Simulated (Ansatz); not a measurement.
# The perfect (7,0) SiC nanotube

Aim: is the (7,0) SiC nanotube a metal or a semiconductor?

Method: DFT PBE, plane waves, PAW; relaxation of a wire's period, in the first sound run; inputs show where later runs differ, in Ansatz 0.2.0.

Report form: the programs' logs are mostly left out.

## (1) The structure

The cell holds 28 atoms: 14 Si and 14 C. Its edges and angles: a = 13.708 Å, b = 13.535 Å, c = 5.370 Å, α = 90.0°, β = 90.0°, γ = 90.0°. Vacuum lies along a and b. The structure's axis is c.

## (2) The relaxed wire

Band widths follow the bond lengths, so the wire is relaxed first. The atoms and the third cell vector are free; the box across stays fixed as vacuum. A Fermi-Dirac smearing is set since the result may be a metal. The pressure printed is a third of the stress's trace over the whole box, vacuum included; only the stress along the axis is relaxed.

input.yaml reads:

```yaml
crystal:
  lattice:
    - [13.708, 0.0, 0.0]
    - [0.0, 13.535, 0.0]
    - [0.0, 0.0, 5.37]
  atoms:
    - { symbol: Si, position: [0.272983733, 0.610723447, 0.0] }
    - { symbol: Si, position: [0.272983733, 0.389272807, 0.0] }
    - { symbol: Si, position: [0.443935761, 0.748795662, 0.0] }
    - { symbol: Si, position: [0.443935761, 0.251200591, 0.0] }
    - { symbol: Si, position: [0.657109454, 0.699518259, 0.0] }
    - { symbol: Si, position: [0.657109454, 0.300477994, 0.0] }
    - { symbol: Si, position: [0.751980673, 0.499998127, 0.0] }
    - { symbol: C, position: [0.272983733, 0.610723447, 0.333333333] }
[... 16 atom lines left out ...]
    - { symbol: C, position: [0.556075258, 0.748795662, 0.833333333] }
    - { symbol: C, position: [0.556075258, 0.251200591, 0.833333333] }
    - { symbol: C, position: [0.727027287, 0.610723447, 0.833333333] }
    - { symbol: C, position: [0.727027287, 0.389272807, 0.833333333] }
kpoints:
  mp_grid: { grid: [1, 1, 15] }
scf:
  occupations: { method: fermi_dirac, width: 0.05 }
hamiltonian:
  xc: pbe
relax:
  cell: { fix: [a, b, alpha, beta, gamma] }
  max_steps: 45
  f_tol: 0.03
```

On the command line:

```console
ansatz run input.yaml --threads 4 --pin off --max-ram 16384MiB --backend cpu --events-out ev --progress --plain --runs-dir out
```

It took 93 s on 4 threads of Arm Neoverse V1, shared host; peak memory 2 GiB; 5.8 min of CPU time.

Step by step:

| step | energy less that of the first step (eV) | largest force component (eV/Å) | pressure (GPa) | volume (Å³) |
| --- | --- | --- | --- | --- |
| 1 | 0.0000 | 0.8231 | 0.92 | 996.34 |
| 2 | -0.6517 | 0.1056 | 0.08 | 992.37 |
| 3 | -0.6626 | 0.0289 | -0.01 | 989.78 |
| 4* | -0.6595 | 0.0290 | -0.01 | 989.78 |

Relaxation steps marked * repeat the geometry before them on a plane-wave basis chosen anew for their cell, so energy and pressure can jump there.

The run keeps the 4 symmetry operations that it works with, so distortions that break them were not tested.

| cell as run | before | after | change |
| --- | --- | --- | --- |
| c (Å) | 5.370 | 5.335 | -0.7 % |

The atoms that moved most (Å, along periodic axes as changes of fractional coordinates times the final cell, across vacuum about the mean position):

| atom | dx | dy | dz | length |
| --- | --- | --- | --- | --- |
| C22 | -0.109 | 0.000 | 0.003 | 0.109 |
| C14 | 0.109 | 0.000 | 0.003 | 0.109 |
| C9 | -0.097 | -0.046 | 0.003 | 0.108 |
| C8 | -0.097 | 0.046 | 0.003 | 0.108 |
| C28 | 0.097 | -0.046 | 0.003 | 0.108 |
| C27 | 0.097 | 0.046 | 0.003 | 0.108 |
| C23 | -0.067 | 0.082 | 0.003 | 0.106 |
| C12 | 0.067 | 0.082 | 0.003 | 0.106 |

Numbers from this step:

* cell length along the wire: 5.335 Å

The cell's length comes to 5.335 Å with spin left out.

## (3) Bands of the perfect wire

This step: DFT PBE, plane waves, PAW; bands of a perfect wire (Ansatz 0.2.0).

At the relaxed period the bands are computed along the axis; those that cross an energy going forward count the channels that a perfect wire would open there.

input.yaml reads:

```yaml
crystal:
  lattice:
    - [13.708, 0.0, 0.0]
    - [0.0, 13.535, 0.0]
    - [0.0, 0.0, 5.3346356133]
  atoms:
    - { symbol: Si, position: [0.273843819, 0.610243703, 0.999475229] }
    - { symbol: Si, position: [0.273843819, 0.389756297, 0.999475229] }
    - { symbol: Si, position: [0.444170523, 0.747633069, 0.999465236] }
    - { symbol: Si, position: [0.444170523, 0.252366931, 0.999465236] }
    - { symbol: Si, position: [0.656469559, 0.698616216, 0.999455328] }
    - { symbol: Si, position: [0.656469559, 0.301383784, 0.999455328] }
    - { symbol: Si, position: [0.751035712, 0.5, 0.999467046] }
    - { symbol: C, position: [0.265887749, 0.614133601, 0.333873851] }
[... 16 atom lines left out ...]
    - { symbol: C, position: [0.557796516, 0.756353088, 0.833861388] }
    - { symbol: C, position: [0.557796516, 0.243646912, 0.833861388] }
    - { symbol: C, position: [0.734112251, 0.614133601, 0.833873851] }
    - { symbol: C, position: [0.734112251, 0.385866399, 0.833873851] }
kpoints:
  mp_grid: { grid: [1, 1, 15] }
  band_path: { path: ["Γ", Z], npoints: 90 }
scf:
  occupations: { method: fermi_dirac, width: 0.05 }
hamiltonian:
  xc: pbe
output:
  dos: { e_range: [-5, 4] }
  write_potential: true
  write_density: true
  volumetric_format: npy
```

The job ended after 4.2 min (4 threads; peak memory 4.8 GiB; 17 min of CPU time).

Numbers from this step:

- band gap: 1.195 eV

Electronic bands along the path, in eV, zero at the Fermi level; v1 is the highest filled band, c1 the lowest empty one:

| point | v4 | v3 | v2 | v1 | c1 | c2 | c3 | c4 |
| --- | --- | --- | --- | --- | --- | --- | --- | --- |
| Γ | -0.71 | -0.70 | -0.63 | -0.63 | 0.57 | 1.27 | 1.28 | 1.99 |
| halfway | -1.27 | -1.26 | -0.84 | -0.83 | 1.28 | 2.05 | 2.06 | 2.37 |
| Z | -1.23 | -1.23 | -1.23 | -1.23 | 2.36 | 2.36 | 2.49 | 2.49 |

The gap is 1.20 eV, with spin left out.

On this path the gap is direct, 1.20 eV, with the valence top at Γ and the conduction bottom at Γ.

## (4) At a strained period, period over the relaxed period 0.96, k-mesh 1×1×12

This step: DFT PBE, plane waves, PAW; relaxation at a fixed period (Ansatz 0.2.0).

The period is set to 0.96 times the relaxed one and the atoms relax within it: strain changes bond lengths and angles, which shifts the bands against each other. Against the first PBE run of this kind, the mesh along the wire has 12 points against 15.

The cell differs from the one that the last finished run ended in (c 5.335 → 5.121 Å).

input.yaml, as its differences from that of step 3:

```diff
@@ -4,3 +4,3 @@
     - [0.0, 13.535, 0.0]
-    - [0.0, 0.0, 5.3346356133]
+    - [0.0, 0.0, 5.1212501887]
   atoms:
@@ -35,3 +35,3 @@
 kpoints:
-  mp_grid: { grid: [1, 1, 15] }
+  mp_grid: { grid: [1, 1, 12] }
   band_path: { path: ["Γ", Z], npoints: 90 }
@@ -41,6 +41,6 @@
   xc: pbe
+relax:
+  max_steps: 40
+  f_tol: 0.02
 output:
-  dos: { e_range: [-5, 4] }
-  write_potential: true
-  write_density: true
-  volumetric_format: npy
+  stress: true
```

It took 4.8 min on 4 threads; peak memory 4.7 GiB.

The steps of the relaxation:

| step | energy less that of the first step (eV) | largest force component (eV/Å) |
| --- | --- | --- |
| 1 | 0.0000 | 0.9537 |
| 2 | -0.2253 | 0.5704 |
| 3 | -0.3277 | 0.0277 |
| 4 | -0.3277 | 0.0277 |
| 5 | -0.3285 | 0.0035 |

The run keeps the 4 symmetry operations that it works with, so distortions that break them were not tested.

The atoms that moved most (Å):

| atom | dx | dy | dz | length |
| --- | --- | --- | --- | --- |
| C22 | -0.061 | 0.000 | 0.017 | 0.063 |
| C14 | 0.061 | 0.000 | 0.017 | 0.063 |
| C28 | 0.054 | -0.026 | 0.017 | 0.063 |
| C9 | -0.054 | -0.026 | 0.017 | 0.063 |
| C27 | 0.054 | 0.026 | 0.017 | 0.063 |
| C8 | -0.054 | 0.026 | 0.017 | 0.063 |
| C24 | -0.037 | -0.046 | 0.017 | 0.062 |
| C23 | -0.037 | 0.046 | 0.017 | 0.062 |

Final coordinates:

```cif
data_structure
_symmetry_space_group_name_H-M 'P 1'
_symmetry_Int_Tables_number 1
_cell_length_a 13.7080
_cell_length_b 13.5350
_cell_length_c 5.1213
_cell_angle_alpha 90.000
_cell_angle_beta 90.000
_cell_angle_gamma 90.000
_cell_volume 950.19
loop_
_atom_site_label
_atom_site_type_symbol
_atom_site_fract_x
_atom_site_fract_y
_atom_site_fract_z
_atom_site_occupancy
Si1 Si 0.27119 0.61151 0.99607 1
Si2 Si 0.27119 0.38849 0.99607 1
Si3 Si 0.44352 0.75048 0.99606 1
Si4 Si 0.44352 0.24952 0.99606 1
Si5 Si 0.65829 0.70089 0.99605 1
Si6 Si 0.65829 0.29911 0.99605 1
Si7 Si 0.75401 0.50000 0.99607 1
C8 C 0.26192 0.61605 0.33728 1
C9 C 0.26192 0.38395 0.33728 1
C10 C 0.44123 0.76063 0.33727 1
C11 C 0.44123 0.23937 0.33727 1
C12 C 0.66468 0.70902 0.33727 1
C13 C 0.66468 0.29098 0.33727 1
C14 C 0.76435 0.50000 0.33728 1
Si15 Si 0.24599 0.50000 0.49607 1
Si16 Si 0.34171 0.70089 0.49605 1
Si17 Si 0.34171 0.29911 0.49605 1
Si18 Si 0.55648 0.75048 0.49606 1
Si19 Si 0.55648 0.24952 0.49606 1
Si20 Si 0.72881 0.61151 0.49607 1
Si21 Si 0.72881 0.38849 0.49607 1
C22 C 0.23565 0.50000 0.83728 1
C23 C 0.33532 0.70902 0.83727 1
C24 C 0.33532 0.29098 0.83727 1
C25 C 0.55877 0.76063 0.83727 1
C26 C 0.55877 0.23937 0.83727 1
C27 C 0.73808 0.61605 0.83728 1
C28 C 0.73808 0.38395 0.83728 1
```

This step gave:

| Item | Value |
| --- | --- |
| band gap | 1.241 eV |

The electronic bands at the labelled points (eV, zero at the Fermi level; v1 is the highest filled band, c1 the lowest empty one):

| point | v4 | v3 | v2 | v1 | c1 | c2 | c3 | c4 |
| --- | --- | --- | --- | --- | --- | --- | --- | --- |
| Γ | -0.87 | -0.85 | -0.64 | -0.64 | 0.60 | 1.34 | 1.36 | 1.95 |
| halfway | -1.30 | -1.29 | -0.97 | -0.96 | 1.19 | 2.02 | 2.04 | 2.33 |
| Z | -1.36 | -1.36 | -1.36 | -1.36 | 2.26 | 2.26 | 2.50 | 2.50 |

The gap is 1.24 eV, against 1.20 eV under PBE at the relaxed period.

## (5) Strain along the wire, period over the relaxed period 0.98, k-mesh 1×1×12

The period is set to 0.98 times the relaxed one and the atoms relax within it: strain changes bond lengths and angles, which shifts the bands against each other. Against the first PBE run of this kind, the mesh along the wire has 12 points against 15.

The cell differs from the one that the last finished run ended in (c 5.121 → 5.228 Å).

input.yaml, as its differences from that of step 4:

```diff
@@ -4,3 +4,3 @@
     - [0.0, 13.535, 0.0]
-    - [0.0, 0.0, 5.1212501887]
+    - [0.0, 0.0, 5.227942901]
   atoms:
```

Run time: 4.6 min. Hardware: 4 threads; peak memory 4.8 GiB; 18 min of CPU time.

Relaxation path:

| step | energy less that of the first step (eV) | largest force component (eV/Å) |
| --- | --- | --- |
| 1 | 0.0000 | 0.3874 |
| 2 | -0.0460 | 0.2324 |
| 3 | -0.0647 | 0.0135 |
| 4 | -0.0647 | 0.0135 |

The run keeps the 4 symmetry operations that it works with, so distortions that break them were not tested.

The atoms that moved most (Å):

| atom | dx | dy | dz | length |
| --- | --- | --- | --- | --- |
| C22 | -0.028 | 0.000 | 0.008 | 0.029 |
| C14 | 0.028 | 0.000 | 0.008 | 0.029 |
| C28 | 0.025 | -0.012 | 0.008 | 0.028 |
| C9 | -0.025 | -0.012 | 0.008 | 0.028 |
| C27 | 0.025 | 0.012 | 0.008 | 0.028 |
| C8 | -0.025 | 0.012 | 0.008 | 0.028 |
| C24 | -0.017 | -0.021 | 0.008 | 0.028 |
| C13 | 0.017 | -0.021 | 0.008 | 0.028 |

The relaxed structure:

```xyz
28
Lattice="13.7080 0.0000 0.0000 0.0000 13.5350 0.0000 0.0000 0.0000 5.2279" Properties=species:S:1:pos:R:3
Si    3.7373    8.2672    5.2171
Si    3.7373    5.2678    5.2171
Si    6.0848   10.1358    5.2171
Si    6.0848    3.3992    5.2171
Si    9.0101    9.4693    5.2170
Si    9.0101    4.0657    5.2170
Si   10.3137    6.7675    5.2171
C     3.6201    8.3239    1.7535
C     3.6201    5.2111    1.7535
C     6.0557   10.2629    1.7535
C     6.0557    3.2721    1.7535
C     9.0910    9.5708    1.7535
C     9.0910    3.9642    1.7535
C    10.4445    6.7675    1.7535
Si    3.3943    6.7675    2.6031
Si    4.6979    9.4693    2.6031
Si    4.6979    4.0657    2.6031
Si    7.6232   10.1358    2.6032
Si    7.6232    3.3992    2.6032
Si    9.9707    8.2672    2.6032
Si    9.9707    5.2678    2.6032
C     3.2635    6.7675    4.3675
C     4.6170    9.5708    4.3675
C     4.6170    3.9642    4.3675
C     7.6523   10.2629    4.3674
C     7.6523    3.2721    4.3674
C    10.0879    8.3239    4.3675
C    10.0879    5.2111    4.3675
```

The gap is 1.23 eV, against 1.20 eV under PBE at the relaxed period.

## (6) Strain along the wire, period over the relaxed period 1.02, k-mesh 1×1×12

The period is set to 1.02 times the relaxed one and the atoms relax within it: strain changes bond lengths and angles, which shifts the bands against each other. Against the first PBE run of this kind, the mesh along the wire has 12 points against 15.

The cell differs from the one that the last finished run ended in (c 5.228 → 5.441 Å).

input.yaml, as its differences from that of step 5:

```diff
@@ -4,3 +4,3 @@
     - [0.0, 13.535, 0.0]
-    - [0.0, 0.0, 5.227942901]
+    - [0.0, 0.0, 5.4413283255]
   atoms:
```

Wall time 4.7 min (4 threads); peak memory 4.9 GiB; 19 min of CPU time.

Step by step:

| step | energy less that of the first step (eV) | largest force component (eV/Å) |
| --- | --- | --- |
| 1 | 0.0000 | 0.3167 |
| 2 | -0.0418 | 0.1881 |
| 3 | -0.0553 | 0.0039 |
| 4 | -0.0553 | 0.0039 |

Forces are held to the 4 operations that the run works with; a distortion that breaks them can't arise in this run.

The atoms that moved most (Å):

| atom | dx | dy | dz | length |
| --- | --- | --- | --- | --- |
| C26 | -0.006 | 0.026 | -0.008 | 0.028 |
| C11 | 0.006 | 0.026 | -0.008 | 0.028 |
| C25 | -0.006 | -0.026 | -0.008 | 0.028 |
| C10 | 0.006 | -0.026 | -0.008 | 0.028 |
| C23 | 0.017 | -0.021 | -0.008 | 0.028 |
| C24 | 0.017 | 0.021 | -0.008 | 0.028 |
| C12 | -0.017 | -0.021 | -0.008 | 0.028 |
| C13 | -0.017 | 0.021 | -0.008 | 0.028 |

The relaxed structure:

```cif
data_structure
_symmetry_space_group_name_H-M 'P 1'
_symmetry_Int_Tables_number 1
_cell_length_a 13.7080
_cell_length_b 13.5350
_cell_length_c 5.4413
_cell_angle_alpha 90.000
_cell_angle_beta 90.000
_cell_angle_gamma 90.000
_cell_volume 1009.57
loop_
_atom_site_label
_atom_site_type_symbol
_atom_site_fract_x
_atom_site_fract_y
_atom_site_fract_z
_atom_site_occupancy
Si1 Si 0.27501 0.60967 0.00093 1
Si2 Si 0.27501 0.39033 0.00093 1
Si3 Si 0.44446 0.74633 0.00092 1
Si4 Si 0.44446 0.25367 0.00092 1
Si5 Si 0.65566 0.69758 0.00091 1
Si6 Si 0.65566 0.30242 0.00091 1
Si7 Si 0.74973 0.50000 0.00091 1
C8 C 0.26765 0.61327 0.33242 1
C9 C 0.26765 0.38673 0.33242 1
C10 C 0.44264 0.75440 0.33241 1
C11 C 0.44264 0.24560 0.33241 1
C12 C 0.66074 0.70404 0.33241 1
C13 C 0.66074 0.29596 0.33241 1
C14 C 0.75795 0.50000 0.33241 1
Si15 Si 0.25027 0.50000 0.50091 1
Si16 Si 0.34434 0.69758 0.50091 1
Si17 Si 0.34434 0.30242 0.50091 1
Si18 Si 0.55554 0.74633 0.50092 1
Si19 Si 0.55554 0.25367 0.50092 1
Si20 Si 0.72499 0.60967 0.50093 1
Si21 Si 0.72499 0.39033 0.50093 1
C22 C 0.24205 0.50000 0.83241 1
C23 C 0.33926 0.70404 0.83241 1
C24 C 0.33926 0.29596 0.83241 1
C25 C 0.55736 0.75440 0.83241 1
C26 C 0.55736 0.24560 0.83241 1
C27 C 0.73235 0.61327 0.83242 1
C28 C 0.73235 0.38673 0.83242 1
```

Electronic bands along the path, in eV, zero at the Fermi level; v1 is the highest filled band, c1 the lowest empty one:

| point | v4 | v3 | v2 | v1 | c1 | c2 | c3 | c4 |
| --- | --- | --- | --- | --- | --- | --- | --- | --- |
| Γ | -0.64 | -0.63 | -0.63 | -0.62 | 0.53 | 1.21 | 1.22 | 1.97 |
| halfway | -1.25 | -1.25 | -0.77 | -0.76 | 1.29 | 2.03 | 2.04 | 2.36 |
| Z | -1.16 | -1.16 | -1.16 | -1.16 | 2.39 | 2.39 | 2.46 | 2.46 |

The gap is 1.15 eV, against 1.20 eV under PBE at the relaxed period.

## (7) At a strained period, period over the relaxed period 1.04, k-mesh 1×1×11

The period is set to 1.04 times the relaxed one and the atoms relax within it: strain changes bond lengths and angles, which shifts the bands against each other. Against the first PBE run of this kind, the mesh along the wire has 11 points against 15.

The cell differs from the one that the last finished run ended in (c 5.441 → 5.548 Å).

input.yaml, as its differences from that of step 6:

```diff
@@ -4,3 +4,3 @@
     - [0.0, 13.535, 0.0]
-    - [0.0, 0.0, 5.4413283255]
+    - [0.0, 0.0, 5.5480210378]
   atoms:
@@ -35,3 +35,3 @@
 kpoints:
-  mp_grid: { grid: [1, 1, 12] }
+  mp_grid: { grid: [1, 1, 11] }
   band_path: { path: ["Γ", Z], npoints: 90 }
```

The job ended after 4.8 min (4 threads; peak memory 5 GiB; 19 min of CPU time).

Step by step:

| step | energy less that of the first step (eV) | largest force component (eV/Å) |
| --- | --- | --- |
| 1 | 0.0000 | 0.4957 |
| 2 | -0.1322 | 0.2915 |
| 3 | -0.1681 | 0.0233 |
| 4 | -0.1683 | 0.0041 |

Forces are held to the 4 operations that the run works with; a distortion that breaks them can't arise in this run.

The atoms that moved most (Å):

| atom | dx | dy | dz | length |
| --- | --- | --- | --- | --- |
| C10 | 0.011 | -0.047 | -0.014 | 0.051 |
| C11 | 0.011 | 0.047 | -0.014 | 0.051 |
| C25 | -0.011 | -0.047 | -0.014 | 0.051 |
| C26 | -0.011 | 0.047 | -0.014 | 0.051 |
| C13 | -0.030 | 0.038 | -0.014 | 0.050 |
| C24 | 0.030 | 0.038 | -0.014 | 0.050 |
| C12 | -0.030 | -0.038 | -0.014 | 0.050 |
| C23 | 0.030 | -0.038 | -0.014 | 0.050 |

The relaxed structure:

```xyz
28
Lattice="13.7080 0.0000 0.0000 0.0000 13.5350 0.0000 0.0000 0.0000 5.5480" Properties=species:S:1:pos:R:3
Si    3.7832    8.2454    5.5592
Si    3.7832    5.2896    5.5592
Si    6.0959   10.0872    5.5591
Si    6.0959    3.4478    5.5591
Si    8.9784    9.4300    5.5591
Si    8.9784    4.1050    5.5591
Si   10.2626    6.7675    5.5591
C     3.6883    8.2913    1.8382
C     3.6883    5.2437    1.8382
C     6.0726   10.1898    1.8382
C     6.0726    3.3452    1.8382
C     9.0440    9.5124    1.8382
C     9.0440    4.0226    1.8382
C    10.3684    6.7675    1.8382
Si    3.4454    6.7675    2.7851
Si    4.7296    9.4300    2.7851
Si    4.7296    4.1050    2.7851
Si    7.6121   10.0872    2.7851
Si    7.6121    3.4478    2.7851
Si    9.9248    8.2454    2.7852
Si    9.9248    5.2896    2.7852
C     3.3396    6.7675    4.6122
C     4.6640    9.5124    4.6122
C     4.6640    4.0226    4.6122
C     7.6354   10.1898    4.6122
C     7.6354    3.3452    4.6122
C    10.0197    8.2913    4.6122
C    10.0197    5.2437    4.6122
```

The electronic bands at the labelled points (eV, zero at the Fermi level; v1 is the highest filled band, c1 the lowest empty one):

| point | v4 | v3 | v2 | v1 | c1 | c2 | c3 | c4 |
| --- | --- | --- | --- | --- | --- | --- | --- | --- |
| Γ | -0.63 | -0.63 | -0.57 | -0.56 | 0.48 | 1.15 | 1.16 | 1.92 |
| halfway | -1.24 | -1.23 | -0.71 | -0.71 | 1.27 | 1.99 | 2.00 | 2.34 |
| Z | -1.10 | -1.10 | -1.10 | -1.10 | 2.37 | 2.37 | 2.41 | 2.41 |

The gap is 1.04 eV, against 1.20 eV under PBE at the relaxed period.

## (8) At a strained period, period over the relaxed period 1.06, k-mesh 1×1×11

The period is set to 1.06 times the relaxed one and the atoms relax within it: strain changes bond lengths and angles, which shifts the bands against each other. Against the first PBE run of this kind, the mesh along the wire has 11 points against 15.

The cell differs from the one that the last finished run ended in (c 5.548 → 5.655 Å).

input.yaml, as its differences from that of step 7:

```diff
@@ -4,3 +4,3 @@
     - [0.0, 13.535, 0.0]
-    - [0.0, 0.0, 5.5480210378]
+    - [0.0, 0.0, 5.6547137501]
   atoms:
```

It took 4.8 min on 4 threads; peak memory 5.1 GiB; 19 min of CPU time.

The gap is 0.922 eV, against 1.20 eV under PBE at the relaxed period.

## (9) Side by side

Times are for 4 threads of Arm Neoverse V1, shared host. The series side by side:

| no. | period over the relaxed period | k-mesh | free energy less the lowest (eV) | pressure (GPa) | band gap (eV) | time | memory (GiB) |
| --- | --- | --- | --- | --- | --- | --- | --- |
| 1 | 0.96 | 1×1×12 | 0.6762 | 2.382 | 1.241 | 4.8 min | 4.7 |
| 2 | 0.98 | 1×1×12 | 0.01298 | 1.213 | 1.227 | 4.6 min | 4.8 |
| 3 | 1.02 | 1×1×12 | 0 | -1.139 | 1.151 | 4.7 min | 4.9 |
| 4 | 1.04 | 1×1×11 | 0.6309 | -2.259 | 1.035 | 4.8 min | 5.0 |
| 5 | 1.06 | 1×1×11 | 1.661 | -3.302 | 0.9216 | 4.8 min | 5.1 |

## (10) Summary of results

| Item | Value |
| --- | --- |
| cell length, PBE | 5.335 Å |
| gap, PBE | 1.20 eV |
| gap, period scaled by 0.96 | 1.24 eV |
| gap, period scaled by 0.98 | 1.23 eV |
| gap, period scaled by 1.02 | 1.15 eV |
| gap, period scaled by 1.04 | 1.04 eV |
| gap, period scaled by 1.06 | 0.922 eV |

Under PBE the cell's length is 5.33 Å, and a gap of 1.20 eV makes it a semiconductor. Strain matters: under PBE the gap goes from 1.20 eV to 1.24 eV at 0.96 times the period, 1.23 eV at 0.98 times the period, 1.15 eV at 1.02 times the period, 1.04 eV at 1.04 times the period and 0.922 eV at 1.06 times the period.

[Logs are printed without paths, hosts, clocks, repeated set-up lines and the standing remarks that a program may print on its own settings, such as how far it seeks lower states.]

[Hosts, paths, dates, database ids (printed as entryN), source tags and the programs' standing remarks are cut or masked in the printed files.]
